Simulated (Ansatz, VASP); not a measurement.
## Two plane-wave programs on Bi

```
Bi
1.0
    -4.15104    4.15104    1.35904
     4.15104   -4.15104    1.35904
     4.15104    4.15104   -1.35904
Bi
1
Direct
  0.00000 0.00000 0.00000
```

Change from the starting cell: strain -0.025 along x and y, -0.050 along z, atoms carried along.

Alike in both runs: task single point; functional LDA; k mesh 10 × 10 × 10; occupations gaussian, width 0.05 eV; no spin polarisation.

|  | VASP | Ansatz |
| --- | --- | --- |
| version | VASP 6.6.1 | Ansatz 0.2.0 |
| potentials or method | VASP PAW LDA potentials, release 64 (Bi_d) | scalar-relativistic, plane waves, PAW |
| plane-wave cutoff (eV) | 520 | 420 |
| valence electrons in the cell | 15 | 15 |

|  | VASP | Ansatz | Ansatz less VASP |
| --- | --- | --- | --- |
| gap on the k mesh at the Fermi level (eV) | none | none | - |
| pressure (GPa) | 0.4 | 0.4 | -0.01 |
| largest component of the traceless stress (GPa) | 1.80 | 1.72 | -0.072 |

A gap of «none» marks a metal or a gap that the smearing closes.

Caveats: spin-orbit coupling is left out, which moves the levels of the heavy elements.
